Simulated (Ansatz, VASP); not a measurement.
InP: VASP beside Ansatz

The input INCAR:

```
SYSTEM = InP
ALGO = Normal
EDIFF = 1E-6
ENCUT = 520
ISIF = 2
ISMEAR = -1
LASPH = .TRUE.
LCHARG = .FALSE.
LREAL = .FALSE.
LWAVE = .FALSE.
NBANDS = 16
NELM = 100
PREC = Accurate
SIGMA = 0.05
```

File KPOINTS:

```
k-points
0
G
  8 8 8
  0 0 0
```

The input POSCAR:

```
InP
1.0
    0.0000000000      2.7688340000      2.7688340000
    2.7688340000      0.0000000000      2.7688340000
    2.7688340000      2.7688340000      0.0000000000
In P
1 1
Direct
    0.0000000000      0.0000000000      0.0000000000
    0.5000000000      0.5000000000      0.5000000000
```

The input input.yaml:

```yaml
crystal:
  lattice:
    - [0.0, 2.768834, 2.768834]
    - [2.768834, 0.0, 2.768834]
    - [2.768834, 2.768834, 0.0]
  atoms:
    - { symbol: In, position: [0.0, 0.0, 0.0] }
    - { symbol: P, position: [0.5, 0.5, 0.5] }
hamiltonian:
  xc: lda
  pseudopotentials: { kind: paw }
kpoints:
  mp_grid: { grid: [8, 8, 8] }
  band_path:
    path:
      - [[0.0, 0.0, 0.0], [0.5, 0.0, 0.5], [0.5, 0.25, 0.75], [0.375, 0.375, 0.75], [0.0, 0.0, 0.0], [0.5, 0.5, 0.5], [0.625, 0.25, 0.625], [0.5, 0.25, 0.75], [0.5, 0.5, 0.5], [0.375, 0.375, 0.75]]
      - [[0.625, 0.25, 0.625], [0.5, 0.0, 0.5]]
    npoints: 14
scf:
  occupations: { method: fermi_dirac, width: 0.05 }
  n_extra_bands: 6
output:
  forces: true
  stress: true
  eigenvalues: true
  fatbands: true
```

Measurements of this composition are mostly on another form, of space group No. 216.

Alike in both runs: functional LDA; k mesh 8 × 8 × 8; occupations fermi-dirac, width 0.05 eV; no spin polarisation.

```csv
,VASP,Ansatz
version,VASP 6.6.1,Ansatz 0.2.0
potentials or method,"VASP PAW LDA potentials, release 64 (In_d, P)",Ansatz PAW
plane-wave cutoff (eV),520,420
valence electrons in the cell,18,18
task,single point,band structure
```

|  | VASP | Ansatz | Ansatz less VASP |
| --- | --- | --- | --- |
| gap on the k mesh at the Fermi level (eV) | none | none | - |
| pressure (GPa) | -5.1 | -5.1 | -0.04 |

A gap of «none» marks a metal or a gap that the smearing closes.

Caveats: spin-orbit coupling is left out, which moves the levels of the heavy elements (Ansatz); the PAW data sets come from PBE, with cores solved anew for the run's functional, which leaves a small shift of forces and pressure (Ansatz).
